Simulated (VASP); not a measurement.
# CdS (Greenockite) (P6_3mc) in VASP: notebook

Runs on CdS (Greenockite). Level: r2SCAN. Tasks: single point.

Program: VASP 6.6.1. These are calculated values, not measurements. Logs are shortened: lines on timing, memory, paths and dates and some standing lists are left out, and cuts for length are marked.

**Measured values to compare with.**

“Isotope dependence of band-gap energy”, 2008, arxiv:0807.2152 quotes, for a bulk crystal of CdS: band gap 2.5809 ± 0.0002 eV.

How close the calculation comes is told below.

## 1. The structure

The structure is hexagonal, space group P6_3mc (No. 186). The conventional cell has a = 4.205 Å, b = 4.205 Å, c = 6.833 Å, α = 90.00°, β = 90.00°, γ = 120.00°. Around Cd (site symmetry 3m) lie 4 S at 2.57 to 2.58 Å. S (site symmetry 3m) has 4 Cd at 2.57 to 2.58 Å as nearest neighbours.

## 2. Single point, r2SCAN

Contents of POSCAR:

```
CdS
1.0
    4.2050643712      0.0000000000      0.0000000000
   -2.1025321856      3.6416925700      0.0000000000
    0.0000000000      0.0000000000      6.8330784421
Cd S
2 2
Direct
    0.3333333333      0.6666666667     -0.0009655226
    0.6666666667      0.3333333333      0.4990344774
    0.3333333333      0.6666666667      0.3759655226
    0.6666666667      0.3333333333      0.8759655226
```

Contents of INCAR.step1:

```
SYSTEM = CdS
PREC = Accurate
ENCUT = 520
ISMEAR = 0
SIGMA = 0.02
LREAL = .False.
LASPH = .True.
NELM = 100
NBANDS = 26
GGA = PE
ALGO = Normal
EDIFF = 1E-4
LWAVE = .True.
LCHARG = .False.
```

Contents of INCAR.step2:

```
SYSTEM = CdS
PREC = Accurate
ENCUT = 520
EDIFF = 1E-6
ISMEAR = 0
SIGMA = 0.02
LREAL = .False.
LASPH = .True.
NELM = 100
ALGO = Normal
ISIF = 2
LWAVE = .False.
LCHARG = .False.
METAGGA = R2SCAN
LMIXTAU = .True.
NBANDS = 26
ISTART = 1
```

Contents of KPOINTS:

```
regular mesh
0
Gamma
  9 9 4
  0 0 0
```

Potentials or basis: VASP PAW PBE potentials, release 64 (Cd, S).

Started as:

```
$ cat potpaw_PBE.64/Cd/POTCAR potpaw_PBE.64/S/POTCAR > POTCAR
$ cp INCAR.step1 INCAR
$ mpirun -np 1 vasp_std > vasp.out
$ cp INCAR.step2 INCAR
$ mpirun -np 1 vasp_std > vasp.out
```

OUTCAR:

```text
SYSTEM = CdS
   PREC = Accurate
   ENCUT = 520
   EDIFF = 1E-6
   ISMEAR = 0
   LREAL = .False.
   LASPH = .True.
   NELM = 100
   ISIF = 2
   METAGGA = R2SCAN
   ISTART = 1

 ion  position               nearest neighbor table
   1  0.333  0.667  0.999-   4 2.57   4 2.57   4 2.57   3 2.58
   2  0.667  0.333  0.499-   3 2.57   3 2.57   3 2.57   4 2.58
   3  0.333  0.667  0.376-   2 2.57   2 2.57   2 2.57   1 2.58
   4  0.667  0.333  0.876-   1 2.57   1 2.57   1 2.57   2 2.58

  LATTYP: Found a hexagonal cell.
 ALAT       =     4.2050643712
 C/A-ratio  =     1.6249640526

  Lattice vectors:

 A1 = (   4.2050643712,   0.0000000000,   0.0000000000)
 A2 = (  -2.1025321856,   3.6416925700,   0.0000000000)
 A3 = (   0.0000000000,   0.0000000000,   6.8330784421)

Analysis of symmetry for initial positions (statically):
=====================================================================
 Subroutine PRICEL returns:
 Original cell was already a primitive cell.

 Routine SETGRP: Setting up the symmetry group for a
 hexagonal supercell.

 Subroutine GETGRP returns: Found 12 space group operations
 (whereof  6 operations were pure point group operations)
 out of a pool of 24 trial point group operations.

The static configuration has the point symmetry C_3v.
 The point group associated with its full space group is C_6v.

Analysis of symmetry for dynamics (positions and initial velocities):
=====================================================================
 Subroutine PRICEL returns:
 Original cell was already a primitive cell.

 Routine SETGRP: Setting up the symmetry group for a
 hexagonal supercell.

 Subroutine GETGRP returns: Found 12 space group operations
 (whereof  6 operations were pure point group operations)
 out of a pool of 24 trial point group operations.

The dynamic configuration has the point symmetry C_3v.
 The point group associated with its full space group is C_6v.

 Subroutine INISYM returns: Found 12 space group operations
 (whereof  6 operations are pure point group operations),
 and found     1 'primitive' translations

----------------------------------------------------------------------------------------

                                     Primitive cell

  volume of cell :     104.6387

  direct lattice vectors                    reciprocal lattice vectors
     4.205064371  0.000000000  0.000000000     0.237808488  0.137298795  0.000000000
[... 84 lines left out ...]
   ISPIN  =      1    spin polarized calculation?
   LNONCOLLINEAR =      F non collinear calculations
   LSORBIT =      F    spin-orbit coupling
   LASPH  =      T    aspherical Exc in radial PAW
   ENCUT  =  520.0 eV  38.22 Ry    6.18 a.u.   7.82  7.82 12.70*2*pi/ulx,y,z
   NELM   =    100;   NELMIN=  2; NELMDL=  0     # of ELM steps
   EDIFF  = 0.1E-05   stopping-criterion for ELM
   LREAL  =      F    real-space projection
   EDIFFG = 0.1E-04   stopping-criterion for IOM
   NSW    =      0    number of steps for IOM
   IBRION =     -1    ionic relax: 0-MD 1-quasi-New 2-CG
   NFREE  =      0    steps in history (QN), initial steepest desc. (CG)
   ISIF   =      2    stress and relaxation
   ISYM   =      2    0-nonsym 1-usesym 2-fastsym
   POTIM  = 0.5000    time-step for ionic-motion
   TEBEG  =    0.0;   TEEND  =   0.0 temperature during run
   PSTRESS=    0.0 pullay stress
   NELECT =      36.0000    total number of electrons
   NUPDOWN=      -1.0000    fix difference up-down
   EMIN   =  10.00;   EMAX   =-10.00  energy-range for DOS
   EFERMI =   0.00;   METHOD = LEGACY
   ISMEAR =     0;   SIGMA  =   0.02  broadening in eV -4-tet -1-fermi 0-gaus
   EFERMI_NEDOS =   21; number of points for ismear=-14 and -15
   IALGO  =     38    algorithm
   IMIX   =      4    mixing-type and parameters
     AMIX     =   0.40;   BMIX     =  1.00
     AMIX_MAG =   1.60;   BMIX_MAG =  1.00
  volume/ion in A,a.u.               =      26.16       176.53
  Fermi-wavevector in a.u.,A,eV,Ry     =   1.147127  2.167756 17.903915  1.315901
  Thomas-Fermi vector in A             =   2.283808
   LORBIT       =      0    0 simple, 1 ext, 2 COOP (PROOUT), +10 PAW based schemes
   METAGGA = R2SCAN    functional components
   LHFCALC =     F    Hartree Fock is set to
   AEXX    =    0.0000 exact exchange contribution
   IVDW    =     0    specifies the selected vdW correction
   LEPSILON=     F    determine dielectric tensor
   LRPA    =     F    only Hartree local field effects (RPA)
 non-spin polarized calculation
 Gauss-broadening in eV      SIGMA  =   0.02
  energy-cutoff  :      520.00
  volume of cell :      104.64
 maximum number of plane-waves:      2838
 NGX is ok and might be reduce to    32
   NGX = 15   NGY = 15   NGZ = 25

 number of electron      36.0000002 magnetization

 Free energy of the ion-electron system (eV)
  ---------------------------------------------------
  ext. energy  EPLUGINS =         0.00000000
  ---------------------------------------------------
  free energy    TOTEN  =       -59.37203101 eV

  energy without entropy =      -59.37203101  energy(sigma->0) =      -59.37203101

 E-fermi :   0.6920     XC(G=0):  -9.4663

 val. band max:        0.6051229242   @ k =   0.0000   0.0000   0.0000
 cond. band min:       2.1579488664   @ k =   0.0000   0.0000   0.0000
 fundamental gap:      1.5528259422
 Fermi energy:         0.6919835553

 k-point     1 :       0.0000    0.0000    0.0000
  band No.  band energies     occupation
      1     -11.9500      2.00000
      2     -11.5628      2.00000
      3      -7.1643      2.00000
      4      -7.1597      2.00000
      5      -7.1597      2.00000
      6      -7.0801      2.00000
[... 685 lines left out ...]
     25      10.3278      0.00000
     26      10.5344      0.00000

 [... further k-points ...]
[... 5 lines left out ...]
  --------------------------------------------------------------------------------------
  -------------------------------------------------------------------------------------
  Total       -0.9123312     -0.9123312     -0.9092773      0.0000000     -0.0000000      0.0000000
  in kB      -13.9691753    -13.9691753    -13.9224152      0.0000000     -0.0000000      0.0000000
  external PRESSURE =     -13.9535886 kB  Pullay stress =       0.0000000 kB

 VOLUME and BASIS-vectors are now :
 -----------------------------------------------------------------------------
  energy-cutoff  :      520.00
  volume of cell :      104.64
      direct lattice vectors                 reciprocal lattice vectors
     4.205064371  0.000000000  0.000000000     0.237808488  0.137298795  0.000000000
    -2.102532186  3.641692570  0.000000000     0.000000000  0.274597589  0.000000000
     0.000000000  0.000000000  6.833078442     0.000000000  0.000000000  0.146346922

 POSITION                                       TOTAL-FORCE (eV/Angst)
 -----------------------------------------------------------------------------------
     -0.00000      2.42780      6.82648         0.000000      0.000000     -0.000929
      2.10253      1.21390      3.40994        -0.000000      0.000000     -0.000929
     -0.00000      2.42780      2.56900         0.000000      0.000000      0.000929
      2.10253      1.21390      5.98554         0.000000      0.000000      0.000929
 -----------------------------------------------------------------------------------
    total drift:                               -0.000000      0.000000      0.001616

  FREE ENERGIE OF THE ION-ELECTRON SYSTEM (eV)
  ---------------------------------------------------
  free  energy   TOTEN  =       -59.3720310067 eV

  energy  without entropy=      -59.3720310067  energy(sigma->0) =      -59.37203101
```

OUTCAR.step1:

```text
SYSTEM = CdS
   PREC = Accurate
   ENCUT = 520
   ISMEAR = 0
   LREAL = .False.
   LASPH = .True.
   NELM = 100
[... 928 lines left out ...]
      2.10253      1.21390      3.40994         0.000000     -0.000000      0.001268
     -0.00000      2.42780      2.56900        -0.000000      0.000000     -0.001268
      2.10253      1.21390      5.98554        -0.000000     -0.000000     -0.001268
 -----------------------------------------------------------------------------------
    total drift:                               -0.000000     -0.000000     -0.001464

  FREE ENERGIE OF THE ION-ELECTRON SYSTEM (eV)
  ---------------------------------------------------
  free  energy   TOTEN  =       -12.3000414029 eV

  energy  without entropy=      -12.3000414029  energy(sigma->0) =      -12.30004140
```

Wall time 2.3 min (1 thread of Intel Xeon 6975P-C (Granite Rapids), shared host); peak memory 0.28 GiB.

What came out:

```
Free energy            : -59.3720 eV
Pressure               : -1.4 GPa
Band gap on the k mesh : 1.55 eV, direct
```

Levels at points of the mesh, in eV from the valence-band top:
```tsv
k point	band 14	band 15	band 16	band 17	band 18	band 19	band 20	band 21	band 22	band 23
(0.00, 0.00, 0.00)	-0.70	-0.70	-0.03	0.00	0.00	1.55	3.18	6.99	6.99	7.32
(0.00, 0.00, 0.50)	-2.34	-0.36	-0.36	-0.36	-0.36	3.19	3.19	6.58	6.58	7.33
```

Caveat: the PAW data sets were made with another functional, which shifts forces and pressure a little.

## 3. Single point, r2SCAN

This run uses another cell than the first one, of 25.40 Å³/atom, 0.971 times its volume.

Contents of POSCAR:

```
CdS
1.0
    4.1638355949      0.0000000000      0.0000000000
   -2.0819177975      3.6059874024      0.0000000000
    0.0000000000      0.0000000000      6.7660831627
Cd S
2 2
Direct
    0.3333333333      0.6666666667     -0.0009655226
    0.6666666667      0.3333333333      0.4990344774
    0.3333333333      0.6666666667      0.3759655226
    0.6666666667      0.3333333333      0.8759655226
```

Contents of INCAR.step1:

```
SYSTEM = CdS
PREC = Accurate
ENCUT = 520
ISMEAR = 0
SIGMA = 0.02
LREAL = .FALSE.
LASPH = .TRUE.
NELM = 100
NBANDS = 26
GGA = PE
ALGO = Normal
EDIFF = 1E-4
LWAVE = .TRUE.
LCHARG = .FALSE.
```

Contents of INCAR.step2:

```
SYSTEM = CdS
PREC = Accurate
ENCUT = 520
EDIFF = 1E-7
ISMEAR = 0
SIGMA = 0.02
LREAL = .FALSE.
LASPH = .TRUE.
NELM = 100
ALGO = Normal
ISIF = 2
LWAVE = .FALSE.
LCHARG = .TRUE.
METAGGA = R2SCAN
LMIXTAU = .TRUE.
LELF = .TRUE.
LVHAR = .TRUE.
NBANDS = 26
ISTART = 1
```

Contents of KPOINTS:

```
regular mesh
0
G
  9 9 4
  0 0 0
```

Potentials or basis: VASP PAW PBE potentials, release 64 (Cd, S).

Started as:

```
$ cat potpaw_PBE.64/Cd/POTCAR potpaw_PBE.64/S/POTCAR > POTCAR
$ cp INCAR.step1 INCAR
$ mpirun -np 1 vasp_std > vasp.out
$ cp INCAR.step2 INCAR
$ mpirun -np 1 vasp_std > vasp.out
```

Run time: 3.2 min. Hardware: 1 thread of Intel Xeon Platinum 8375C at 2.90GHz (Ice Lake), shared host; peak memory 0.27 GiB.

It converged, with:

```
Free energy            : -59.3824 eV
Pressure               : 0.3 GPa
Band gap on the k mesh : 1.63 eV, direct
```

Levels at points of the mesh, in eV from the valence-band top:
```tsv
k point	band 14	band 15	band 16	band 17	band 18	band 19	band 20	band 21	band 22	band 23
(0.00, 0.00, 0.00)	-0.74	-0.74	-0.04	0.00	0.00	1.63	3.22	6.99	6.99	7.33
(0.00, 0.00, 0.50)	-2.41	-0.38	-0.38	-0.38	-0.38	3.27	3.27	6.62	6.62	7.33
```

Caveat: the PAW data sets were made with another functional, which shifts forces and pressure a little.

## 4. Comparison with measurements

Step 2. A measured gap of CdS is 2.5809 eV (quoted in “Isotope dependence of band-gap energy”, 2008, arxiv:0807.2152); the calculated 1.55 eV misses it by -1.03 eV. Spin-orbit coupling on Cd is left out. The value is that of r2SCAN, without temperature or zero-point motion.

Step 3. Against the measured gap of CdS, 2.5809 eV (quoted in “Isotope dependence of band-gap energy”, 2008, arxiv:0807.2152), the calculated 1.63 eV is off by -0.95 eV. Spin-orbit coupling on Cd is left out. The value is that of r2SCAN, without temperature or zero-point motion.
